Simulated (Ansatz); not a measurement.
# Ge: gradients before and after relaxing the atoms

Start: an entry of the Crystallography Open Database (COD), taken as it stands.

```
Ge
1.0
     5.91640    0.00000    0.00000
     0.00000    5.91640    0.00000
     0.00000    0.00000    6.95550
Ge
12
Direct
  0.17500 0.36900 0.25800
  0.13100 0.67500 0.00800
  0.82500 0.63100 0.75800
  0.86900 0.32500 0.50800
  0.67500 0.13100 0.99200
  0.63100 0.82500 0.24200
  0.32500 0.86900 0.49200
  0.36900 0.17500 0.74200
  0.09000 0.09000 0.00000
  0.41000 0.59000 0.75000
  0.91000 0.91000 0.50000
  0.59000 0.41000 0.25000
```

Atoms are numbered from 1 in the order listed; like atoms form one site, named after its first atom.

Method: Kohn–Sham DFT in Ansatz, PBE, plane waves and PAW (field gradients read without the response of the frozen cores, which leaves them typically 4 to 6 % off), scalar-relativistic, 420 eV cutoff, Γ-centred 6×6×5 k-points, Fermi–Dirac smearing 0.05 eV.

The largest force at the start is 0.18 eV/Å. Relaxing the ions at fixed cell moves them by 0.024 Å at most (atom 8, Ge) and 0.020 Å rms.

```tsv
site	atom	moved (Å)	first shell before	first shell after	V_zz before (10²¹ V/m²)	η before
Ge1	1	0.024	4 Ge at 2.47–2.52 Å	4 Ge at 2.48–2.51 Å	5.79	0.75
Ge9	9	0.003	4 Ge at 2.47–2.49 Å	4 Ge at 2.48–2.50 Å	4.29	0.71
```

Q: What are V_zz and η after the relaxation?

A: 

| site | atom | V_zz after | η after | change of V_zz |
| --- | --- | --- | --- | --- |
| Ge1 | 1 | 5.74 | 0.83 | -0.05 |
| Ge9 | 9 | 4.27 | 0.78 | -0.02 |

The largest change of V_zz is on Ge1, from 5.79 to 5.74. In per cent, |V_zz| changes by -1 on Ge (all sites that start above 0.5).

With a gap of 0.5 eV on this mesh, the gradients can still move by some per cent as the k-mesh gets denser.
